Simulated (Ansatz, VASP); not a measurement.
## One calculation of Nb, two programs

File POSCAR:

```
Nb
1.0
    0.0000000000      2.2207500000      2.2207500000
    2.2207500000      0.0000000000      2.2207500000
    2.2207500000      2.2207500000      0.0000000000
Nb
1
Direct
    0.0000000000      0.0000000000      0.0000000000
```

File INCAR.step1:

```
SYSTEM = Nb
PREC = Accurate
ENCUT = 520
ISMEAR = 0
SIGMA = 0.15
LREAL = .False.
LASPH = .True.
NELM = 80
NBANDS = 12
GGA = PE
ALGO = Normal
EDIFF = 1E-4
LWAVE = .True.
LCHARG = .False.
```

Contents of INCAR.step2:

```
SYSTEM = Nb
PREC = Accurate
ENCUT = 520
EDIFF = 1E-6
ISMEAR = 0
SIGMA = 0.15
LREAL = .False.
LASPH = .True.
NELM = 80
ALGO = Normal
ISIF = 2
LWAVE = .False.
LCHARG = .False.
METAGGA = R2SCAN
LMIXTAU = .True.
NBANDS = 12
ISTART = 1
```

File KPOINTS:

```
regular mesh
0
Gamma
  20 20 20
  0 0 0
```

Input for Ansatz:

```yaml
crystal:
  lattice:
    - [0.0, 2.22075, 2.22075]
    - [2.22075, 0.0, 2.22075]
    - [2.22075, 2.22075, 0.0]
  atoms:
    - { symbol: Nb, position: [0.0, 0.0, 0.0] }
basis:
  ecutwfc: 500
kpoints:
  mp_grid: { grid: [20, 20, 20] }
hamiltonian:
  xc: r2scan
scf:
  occupations: { method: gaussian, width: 0.15 }
output:
  forces: true
  stress: true
  eigenvalues: true
```

Change from the starting cell: strain +0.050 along x and y, +0.050 along z, atoms carried along.

Alike in both runs: task single point; functional r2SCAN; k mesh 20 × 20 × 20; occupations gaussian, width 0.15 eV; no spin polarisation.

```csv
,VASP,Ansatz
version,VASP 6.6.1,Ansatz 0.2.0
potentials or method,"VASP PAW PBE potentials, release 64 (Nb_sv)","scalar-relativistic, plane waves, PAW"
plane-wave cutoff (eV),520,500
valence electrons in the cell,13,13
```

VASP gave:

| Quantity | Value |
| --- | --- |
| gap on the k mesh at the Fermi level (eV) | none |
| pressure (GPa) | -20.2 |

Q: What did Ansatz give for the same quantities?

A: gap on the k mesh at the Fermi level (eV): none; pressure (GPa): -20.0.

A gap of «none» marks a metal or a gap that the smearing closes.

Caveats: so large a pressure means that the cell lies far from this level's equilibrium, or that cutoff or potentials fall short (VASP); the potentials were made for another functional, which shifts forces and pressure (VASP).
